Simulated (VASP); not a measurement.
Al2Pt: relaxation of cell and atoms with PBEsol

The system is Al2Pt.

```xyz
3
Lattice="0.0000 2.9550 2.9550 2.9550 0.0000 2.9550 2.9550 2.9550 0.0000" Properties=species:S:1:pos:R:3 pbc="T T T"
Al    1.4775    1.4775    1.4775
Al    4.4325    4.4325    4.4325
Pt    0.0000    0.0000    0.0000
```

- Program: VASP 6.6.1
- Task: relaxation of cell and atoms
- Functional: PBEsol
- Potentials or basis: VASP PAW PBE potentials, release 64 (Al, Pt)
- Cutoff: 600 eV
- k mesh: 12 × 12 × 12
- Occupations: methfessel-paxton, width 0.1 eV
- Spin: no spin polarisation
- Further INCAR settings: ALGO = Normal; EDIFF = 1e-06; IBRION = 2; EDIFFG = -0.01; NSW = 90; ISIF = 3

```
Relaxed volume                         : 17.08 Å³/atom
Relaxed cell                           : a = 4.169 Å, b = 4.169 Å, c = 4.169 Å, α = 60.00°, β = 60.00°, γ = 60.00°
Space group after relaxing (to 0.05 Å) : Fm-3m (No. 225)
Energy gained by relaxing              : 0.4 meV/atom
Ionic steps                            : 3
Pressure after relaxing                : 0.0 GPa
Band gap on the k mesh                 : none (metal or under the smearing width)
```

The path:
| step | energy change (eV) | largest force (eV/Å) | pressure (GPa) | volume (Å³) |
| --- | --- | --- | --- | --- |
| 1 | 0.0000 | 0.0000 | -0.95 | 51.61 |
| 2 | 0.0002 | 0.0000 | 1.10 | 50.85 |
| 3 | -0.0011 | 0.0000 | 0.01 | 51.23 |

Final structure:
```yaml
crystal:
  lattice:
    - [0.00000, 2.94786, 2.94786]
    - [2.94786, 0.00000, 2.94786]
    - [2.94786, 2.94786, 0.00000]
  atoms:
    - { symbol: Al, position: [0.25000, 0.25000, 0.25000] }
    - { symbol: Al, position: [0.75000, 0.75000, 0.75000] }
    - { symbol: Pt, position: [0.00000, 0.00000, 0.00000] }
```

Levels at points of the mesh, in eV from the Fermi level:
```csv
k point,band 5,band 6,band 7,band 8,band 9,band 10,band 11,band 12
"(0.00, 0.00, 0.00)",-3.76,-3.76,3.01,3.77,3.77,3.77,5.43,5.43
"(0.50, 0.00, 0.00)",-3.78,-3.54,-3.54,0.99,0.99,3.72,5.15,5.15
"(0.50, 0.50, 0.00)",-3.85,-3.49,-3.26,-1.65,-1.65,3.18,3.30,8.05
```

It took 60 s on 1 thread of Intel(R) Xeon(R) 6975P-C (Granite Rapids), with other jobs on the host, peak memory 0.24 GiB.

Caveat: the PAW data sets were made with another functional, which shifts forces and pressure a little. The run has no spin-orbit coupling, so splittings on Pt are missing.
